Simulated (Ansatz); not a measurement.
GaP (started from an entry of an open crystallographic database): a one-shot G0W0 calculation in the PAW code Ansatz (G0W0@r2SCAN with 152 empty bands, a screening cutoff of 140 eV and a 4×4×4 mesh). Cell and atoms come from a relaxation with r2SCAN.

```yaml
crystal:
  lattice:
    - [0.0, 2.7254102062, 2.7254102062]
    - [2.7254102062, 0.0, 2.7254102062]
    - [2.7254102062, 2.7254102062, 0.0]
  atoms:
    - { symbol: Ga, position: [0.0, 0.0, 0.0] }
    - { symbol: P, position: [0.25, 0.25, 0.25] }
kpoints:
  mp_grid: { grid: [4, 4, 4] }
hamiltonian:
  xc: r2scan
scf:
  occupations: { method: fixed }
gw:
  n_empty_bands: 152
  ecut_chi: 140
  qp_bands: [v2, c2]
  qp_kpoints: band_edges
  screening: { model: contour_deformation }
```

The output follows, shortened, with numbered blanks.
```
Pseudopotential: Ga, paw, valence charge 13, recommended cutoff 500 eV (meta_gga)
Pseudopotential: P, paw, valence charge 5, recommended cutoff 500 eV (meta_gga)
Functional definition: r2SCAN
Crystal: 2 atoms, lattice volume = 40.488 Å³
Basis set: ecut = 500 eV, 965 PW (Γ)
Bands: 13, of which v1, the nominal top of the filled ones, is band 9 counted from 1 (8 counted from 0)
[1]
preconditioner: auto → none  [insulator: Δε(μ)=1.845 eV  ℏωp=24.8 eV]
SCF converged after 6 iterations
Free energy (F): -4550.351921 eV
Fermi energy:    6.936461 eV
--- Per-component energies (eV) ---
  E_band       = -67.316065
  E_kinetic    = 185.904058
  E_local      = -2203.472869
  E_nonlocal   = 460.710325
  E_hartree    = 1021.031232
  E_xc         = -121.021468
  E_vxc        = -124.849441
  E_paw        = -2580.191461
  E_vpaw       = -433.656977
  E_vtau       = 5.991555
  E_ewald      = -1312.567783
  E_core_change = -0.743912
--- G₀W₀: contour deformation, 6 samples at zero and on the imaginary axis and 2 off it, 64 q-points, 152 empty bands' worth ---
    ik  band        ε_KS         Σx   Σc(E_QP)       V_xc       Z   E_QP_lin       E_QP  E_QP is
     0     8      6.9365   -17.4506     1.4384   -15.5764  0.7767     6.4989     6.5007  root
     0     9      6.9365   -17.4506     1.4384   -15.5764  0.7767     6.4989     6.5007  root
     0    10      9.2948   -10.2482    -4.4473   -14.8010  0.7860     9.4005     9.4003  root
     0    11     11.0881    -7.3065    -4.4109   -11.8881  0.7842    11.2592    11.2587  root
     1     8      6.2418   -16.9451     1.5730   -14.9306  0.7741     5.7982     5.8003  root
     1     9      6.2418   -16.9451     1.5730   -14.9306  0.7741  [2]
     1    10      9.4660    -8.8576    -4.2731   -13.2662  0.7892     9.6017     9.6014  root
     1    11     11.9853    -7.3419    -4.6256   -12.1152  0.7733  [3]
     2     8      5.7616   -16.8281     1.7454   -14.6288  0.7707     5.3053     5.3077  root
     2     9      5.7616   -16.8281     1.7454   -14.6288  0.7707     5.3053     5.3077  root
     2    10      8.9632    -9.0328    -4.1294   -13.2827  0.7920  [4]
     2    11     11.9503    -6.8970    -4.5715   -11.5864  0.7772    12.0684    12.0681  root
     3     8      5.1754   -16.3731     1.8478   -14.0682  0.7670     4.7156     4.7182  root
     3     9      5.1754   -16.3731     1.8478   -14.0682  0.7670     4.7156     4.7182  root
     3    10      9.3596    -7.3453    -4.0459   -11.4799  0.7950     9.4484     9.4483  root
     3    11     11.0316    -7.5681    -4.4621   -12.0552  0.7822    11.0566    11.0566  root
     6     8      4.1250   -16.1622     2.2351   -13.4565  0.7545     3.6511     3.6544  root
     6     9      4.1250   -16.1622     2.2351   -13.4565  0.7545     3.6511     3.6544  root
     6    10      8.8170    -6.6829    -3.8521   -10.4643  0.8021  [5]
     6    11      9.0066    -7.6970    -3.9792   -11.7631  0.7954     9.0936     9.0935  root
     7     8      3.2142   -15.8691     2.4614   -12.9312  0.7435     2.7350     2.7376  root
     7     9      3.3814   -15.1497     2.2657   -12.4199  0.7462  [6]
     7    10     11.9492    -7.1921    -4.3723   -11.5206  0.7773  [7]
     7    11     12.2212    -8.7137    -5.0206   -13.9601  0.7521    12.4477    12.4470  root
```

The points are ik 0 = (0, 0, 0) (Γ), ik 1 = (0, 0, 1/4), ik 2 = (0, 0, -1/2), ik 3 = (0, 1/4, 1/4), ik 6 = (0, -1/2, -1/2), ik 7 = (1/4, -1/2, -1/4); band 9 is the last filled one.

Q: Give the withheld lines. They hold quasiparticle rows, the symmetry found.

A:
```
[1]
Symmetry: 24 space group operations
Space group: F-43m (ITA 216)
[2]
     1     9      6.2418   -16.9451     1.5730   -14.9306  0.7741     5.7982     5.8003  root
[3]
     1    11     11.9853    -7.3419    -4.6256   -12.1152  0.7733    12.1334    12.1330  root
[4]
     2    10      8.9632    -9.0328    -4.1294   -13.2827  0.7920     9.0838     9.0837  root
[5]
     6    10      8.8170    -6.6829    -3.8521   -10.4643  0.8021     8.7464     8.7464  root
[6]
     7     9      3.3814   -15.1497     2.2657   -12.4199  0.7462     2.9127     2.9174  root
[7]
     7    10     11.9492    -7.1921    -4.3723   -11.5206  0.7773    11.9054    11.9054  root
```
The trailing digits, and the zero of the energies, depend on the potentials and thresholds.

Over the mesh points the r2SCAN gap of 1.88 eV becomes a quasiparticle gap of 2.25 eV (Γ to k = (0, -1/2, -1/2)), a change of +0.37 eV. Renormalisation factors Z lie between 0.74 and 0.80. No extrapolation in bands, cutoff or mesh was made for G0W0.

Command: `ansatz run input.yaml --threads 2 --pin off --max-ram 3686MiB --backend cpu --events-out ev --progress --plain --runs-dir out`. It took 19 s on 2 threads of Arm Neoverse V2 (shared host); peak host memory 0.49 GiB.

No spin polarisation and no zero-point or thermal motion.

With a shallow d shell on the cation, G0W0 converges slowly in bands and cutoff, so these values are in doubt.
